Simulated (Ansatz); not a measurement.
**InAs and its competing phases**

The calculation used DFT PBE, scalar-relativistic, plane waves, PAW in Ansatz. All cells share a 420 eV cutoff and Γ-centred k meshes spaced at most about 0.3 Å⁻¹ (about 0.25 or finer for metals, 2π included). No spin polarisation.

The zero of energy is the elements' standard structures at the same level; no fitted shifts are applied.

All energies are static (0 K, no zero-point motion). The reference form of As is held partly by dispersion forces, which this level lacks.

The competitors are the elements and 1 reference phase of this chemical system (from databases or known types: InAs), relaxed at the same level; other known phases may be missing.

The candidate was reached from: Janus sheet of the As type. This is a two-dimensional sheet: the third axis spans vacuum and isn't periodic.

```cif
data_structure
_symmetry_space_group_name_H-M 'P 1'
_symmetry_Int_Tables_number 1
_cell_length_a 3.5524
_cell_length_b 5.1771
_cell_length_c 29.1920
_cell_angle_alpha 90.000
_cell_angle_beta 90.000
_cell_angle_gamma 90.000
_cell_volume 536.87
loop_
_atom_site_label
_atom_site_type_symbol
_atom_site_fract_x
_atom_site_fract_y
_atom_site_fract_z
_atom_site_occupancy
In1 In 0.00000 0.00136 0.33856 1
In2 In 0.50000 0.49864 0.33856 1
As1 As 0.00000 0.91042 0.24380 1
As2 As 0.50000 0.58958 0.24380 1
```

**Question.** Is it stable, and against what?

**Answer.** Not the lowest form: another structure of the same formula lies lower. Its formation energy is 0.179 eV/atom. The lowest competing phase at this composition is this:

| phase | space group | source | share of atoms | ΔE_f (eV/atom) |
| --- | --- | --- | --- | --- |
| InAs | F-43m (No. 216) | Materials Project | 1.0000 | -0.244 |

The candidate lies 0.42 eV/atom above this phase. The rivals are bulk phases, so the margin includes the cost of making a free sheet. It holds As–As chains (shortest 2.43 Å).
